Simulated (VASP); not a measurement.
Here is a VASP 6.6.1 calculation.

INCAR

```
ALGO = Normal
EDIFF = 1E-6
EDIFFG = -0.01
ENCUT = 600
GGA = CA
IBRION = 2
ISIF = 3
ISMEAR = 0
LASPH = T
LCHARG = F
LREAL = F
LWAVE = F
NELM = 80
NSW = 90
PREC = Accurate
SIGMA = 0.03
```

KPOINTS

```
k-points
0
Gamma
  12 12 6
```

Contents of POSCAR:

```
AlN
1.0
    3.1130000000      0.0000000000      0.0000000000
   -1.5565000000      2.6959370820      0.0000000000
    0.0000000000      0.0000000000      4.9810000000
Al N
2 2
Direct
    0.3333333333      0.6666666667      0.0000000000
    0.6666666667      0.3333333333      0.5000000000
    0.3333333333      0.6666666667      0.3800000000
    0.6666666667      0.3333333333      0.8800000000
```

Potentials or basis: VASP PAW LDA potentials, release 64 (Al, N).

The run is started by

```sh
$ cat potpaw_LDA.64/Al/POTCAR potpaw_LDA.64/N/POTCAR > POTCAR
$ mpirun -np 1 vasp_std > vasp.out
```

Predict the space group after relaxing (to 0.05 Å).

P6_3mc (No. 186).

What does it give for the relaxed cell?

a = 3.091 Å, b = 3.091 Å, c = 4.947 Å, α = 90.00°, β = 90.00°, γ = 120.00°.

Forces in eV/Å, atoms in the order of the input:
```
Al   0.000  0.000 -0.005
Al   0.000  0.000 -0.005
N    0.000  0.000  0.005
N    0.000  0.000  0.005
```

LDA usually gives volumes a few per cent too small. Zero-point motion and thermal expansion aren't in these numbers.
